A ZnS crystal is pulled apart rigidly across one plane. The atoms on either side keep their places relative to one another, and only the gap between the two halves changes. The cut is a {100} plane of the cubic cell, with zinc atoms on one face and sulphur atoms on the other. In the table, the opening d is the distance added across this plane, the separation energy E is the energy cost per area of the cut, and the traction T is the slope of E with d. Negative openings push the halves together. The undisturbed crystal has space group F-43m; every other row has the lower symmetry Pmm2.

Zincblende ZnS (cubic a = 5.409 Å, not relaxed at this level) is opened rigidly across a {100} plane, with one cut per 8-atom cell. The runs used Ansatz 0.2.0 with plane-wave PAW, scalar-relativistic PBEsol, no spin polarisation, a 420 eV cutoff, a 7×7×3 k mesh and 0.05 eV Gaussian smearing. Energies are free energies relative to the undisturbed crystal.

```
opening (Å)  separation energy (mJ/m²)  traction (GPa (slope of the separation energy))  gap on mesh (eV)
       -0.3                      218.2                                           -17.42             1.991
      -0.15                       35.2                                            -7.09             1.978
          0                          0                                             2.18             1.960
       0.25                      214.3                                            14.19             1.730
        0.5                        670                                            21.51             1.319
       0.75                       1256                                            24.73             0.732
          1                       1881                                            24.80             0.087
        1.5                       2993                                            18.35             0.000
          2                       3667                                             9.56             0.000
          3                       4178                                             2.14             0.000
        4.5                       4314                                             0.36             0.042
          6                       4348                                             0.15             0.045
```

(a) A pull along the normal must break the Zn–S bonds that cross the plane. How are these bonds oriented, and what does an opening do to them?

Solution. Two bonds cross the cut for each zinc atom on its face, and neither stands upright. Each spans the layer spacing h = 1.352 Å along the normal and √2 h = 1.912 Å sideways. A rigid opening lengthens only the upright part, so the bond length r follows from Pythagoras:

r = √(2h² + (h + d)²)

At the start r is 2.34 Å and the bond leans about 55° from the normal. The cosine of this angle θ,

cos θ = (h + d)/r,

is then 0.58. A small opening therefore stretches the bond by only 0.58 of its own size. The rest of the motion turns the bond towards the normal.

The lean enters a second time, because only the upright part of the bond force resists the pull. If the bonds acted as simple springs along their own lines, the first resistance to opening would be cos²θ = 1/3 of that of upright bonds. The cut thus starts softer than one through upright bonds would. As it opens, the bonds turn upright, each further step stretches them more fully, and more of their force points along the pull.

This offers a reading of the traction's shape. Early on, stretch and rotation work together and T climbs, though by less with each step, because the bonds' own resistance to stretching is already weakening. Later the atoms are so far apart that their orbitals hardly overlap, and the bond force dies away. By then the bonds stand more upright, so most of each further opening goes into stretching them and the remaining overlap is lost quickly. At 3 Å the separation energy has already reached 96 % of its value at 6 Å.

(b) Turn this picture into a formula, estimate the traction at an opening of 1 Å, and find where the formula fails.

Solution. A common description of bonds being pulled apart is the universal binding-energy relation. It combines a spring-like start with an exponential loss of overlap. Here it is written in the bond stretch u = r − 2.342 Å instead of the opening:

E = E∞ [1 − (1 + u/ℓ) exp(−u/ℓ)]

E∞ is the energy of full separation and ℓ is the stretch at which the force along the bond is greatest. The slope with respect to d brings in the lean of the bond:

T = (E∞/ℓ) (u/ℓ) exp(−u/ℓ) cos θ

The two constants were fitted to the energies of the nine opened rows, which gave E∞ = 4341 mJ/m² and ℓ = 0.4625 Å. At d = 1 Å the bond is 3.032 Å long, so u = 0.690 Å and u/ℓ = 1.49. The prefactor E∞/ℓ is 4.341 J/m² divided by 0.4625 × 10⁻¹⁰ m, or 93.9 GPa. Hence

T = 93.9 GPa × 1.49 × 0.225 × 0.776 ≈ 24.4 GPa

The calculation gives 24.80 GPa. The energy of this row was part of the fit, so the agreement tests the shape of the curve and is not a free prediction.

The formula also shows why the top is broad. The force along each bond peaks at an opening of 0.70 Å, but the bonds are still turning upright there, and this partly offsets the weakening that follows. The computed tractions at 0.75 and 1 Å are equal for practical purposes. Each follows from the stress and forces at its own opening, not from differences between energies, so the energies can be used to check what happens in between. Between these two rows the energy rises by 625 mJ/m², a mean slope of 25.0 GPa. This exceeds both end values, so the top lies between 0.75 and 1 Å at about 25 GPa. It is the stress at which perfect, rigid halves part all at once across this plane.

Does the geometry matter, or would any smooth curve do? The same relation written directly in d, with as many fitted constants, misses the energies of the opened rows by 83 mJ/m² (root mean square), against 20 mJ/m² for the curve in bond length. Its traction is too high at 0.25 Å, too low at 1 and 1.5 Å, and too high again at 3 Å. The curve in bond length misses in the same directions at these four rows, only by less. The comparison shows that this particular relation works better in bond length, whose soft start it needs. It does not single out the geometry. Only one functional form was tried, and another two-constant curve in d with a softer start and a sharper shoulder can be expected to fit about as well. Resistance to bending, more distant neighbours and the change to a metal near 1 Å are all absent from the formula. The printed analysis after this text compares both curves row by row.

The compressed rows, which were not fitted, show one failure. At −0.3 Å the bond-length curve gives 326 mJ/m² where the calculation gives 218. Most of the reason is visible at d = 0, where the traction is already 2.18 GPa: the starting cell was not relaxed with this functional and is under tension. The traction passes through zero near −0.035 Å, not at 0 as the formula assumes, so the row at −0.3 Å is compressed less than the formula takes it to be. Moving the curve by this amount, where its slope is about 22 GPa, lowers the energy by roughly 22 GPa × 0.035 Å ≈ 77 mJ/m², nearly three quarters of the miss of 107. The two constants were also fitted with the minimum in the wrong place, and a refit with the minimum moved is expected to close most of the rest.

The other failure is the far end. From 4.5 to 6 Å the energy still rises by 34 mJ/m², and the computed traction outlasts the exponential. An electric field between the unlike faces could do this, but no correction for such a field is listed and the cause is untested. The last energy is therefore close to a limit without being one. It also belongs to a zinc face and a sulphur face together, both unrelaxed, so half of it is the surface energy of neither.

(c) The gap on mesh, the distance between filled and empty levels at the sampled points, falls from 1.960 eV in the undisturbed crystal to 0.087 eV at 1 Å, and then vanishes. Why should pulling an insulator apart make it metallic, and does the small gap at 4.5 and 6 Å mean that the insulator returns?

Solution. Count the electrons in the cut bonds. Zinc brings two valence electrons to four bonds, half an electron for each, and sulphur brings six, or one and a half for each. The two bonds that cross the cut in each surface cell thus hold four electrons. In the closed crystal all four occupy low-lying levels that belong mainly to sulphur, and the levels on the zinc side are empty.

Now separate the halves. If the sulphur face kept all four electrons, it would carry one more than its neutral share of three, and the zinc face would lack one. The two faces would resemble the plates of a charged capacitor, whose energy grows with their distance. The field lifts the filled sulphur levels and lowers the empty zinc levels. At the same time the bonding that held these levels apart weakens, so the gap is expected to shrink from both causes. A full electron per surface cell would give a field of many volts per ångström and close the gap within a few tenths of an ångström. The gap lasts to about 1 Å, so most of that charge must already shift back through the bonds while they still overlap. Under compression the gap hardly moves, reaching 1.991 eV at −0.3 Å. There the two causes are expected to oppose each other, since shorter bonds widen the gap while a field of either sign narrows it.

Once the levels meet, electrons can move freely from the sulphur face to the zinc face. For neutral faces, the broken bonds on sulphur are then three quarters full and those on zinc one quarter full. Partly filled bands of this kind conduct. This account rests on electron counting and electrostatics, since the calculation supplies no charges for the two faces.

What the calculation does show is partial filling. The smearing lowers the free energy only when some levels are partly occupied. This lowering is absent up to 0.75 Å, just visible at 1 Å, and between 1.7 and 3.2 meV per cell in every row from 1.5 Å on. The rows at 4.5 and 6 Å belong to this group, and their gaps of about 0.04 eV are smaller than the smearing width of 0.05 eV. They are no sign of a restored insulator.

The opening at which the gap closes is less certain than the closure itself, because PBEsol makes the gap of ZnS too small from the start and the k mesh can miss the band edges. The mesh was chosen for the insulator, so the energies of the metallic rows, which set E∞ and the tail, are also less certain than those of the first rows. The PAW datasets were made for PBE, not PBEsol. The larger open question is whether the metallic faces would survive if their atoms could move. Rearranged atoms could empty the broken bonds on zinc and fill those on sulphur, which would lower the energy and might reopen the gap. A calculation with relaxed and reconstructed faces, and with spin polarisation allowed, would have to decide.

The analysis program printed:

```
fit of separation_energy on 9 rows (opening > 0): coefficient of (1 - (1 + opening/s)*exp(-opening/s)) 4409 +/- 45, s 0.665; rms 82.8, worst 2.0 -131, leave-one-out rms 108
  rows outside the fit (model, value, miss): -0.3 609.4, 218.2, 391; -0.15 130.5, 35.2, 95.3; 0.0 0, 0, 0
fit of separation_energy on 9 rows (opening > 0): coefficient of (1 - (1 + stretch/s)*exp(-stretch/s)) 4341 +/- 11, s 0.4625; rms 20.1, worst 1.5 -28.3, leave-one-out rms 26.4
  rows outside the fit (model, value, miss): -0.3 325.6, 218.2, 107; -0.15 79.43, 35.2, 44.2; 0.0 0, 0, 0
Binding curve in opening and in bond length:
    row  bond_A  stretch_per_opening  E_opening_mJm2  E_bond_mJm2  traction_opening_GPa  traction_bond_GPa
   -0.3   2.183               0.4821           609.4        325.6                -46.96             -22.02
  -0.15   2.259               0.5322           130.5        79.43                -18.74             -10.77
    0.0   2.342               0.5774               0            0                     0                  0
   0.25   2.495               0.6422           243.5        190.5                 17.11              14.31
    0.5   2.662               0.6957           767.2        664.7                  23.5              22.62
   0.75   2.842               0.7397            1372         1276                 24.21              25.46
    1.0   3.032               0.7759            1955         1906                 22.16              24.45
    1.5   3.434               0.8306            2904         2965                 15.67              17.36
    2.0   3.859               0.8686            3536         3642                 9.853              10.06
    3.0   4.754               0.9155            4142         4195                 3.285              2.437
    4.5   6.157               0.9505            4369         4331                0.5165             0.1927
    6.0   7.597               0.9678            4403         4341               0.07217            0.01201
rms traction miss on opened rows, curve in opening (GPa): 1.775
rms traction miss on opened rows, curve in bond length (GPa): 0.6026
opening at which the force along one bond peaks in the bond curve (A): 0.6993
opening of zero traction, interpolated (A): -0.03528
energy at 6 A per cut bond, two bonds a cell (eV): 1.985
share of the 6 A energy reached at 1 A (percent): 43.26
share of the 6 A energy reached at 3 A (percent): 96.09
energy rise from 4.5 to 6 A (mJ/m2): 34
```
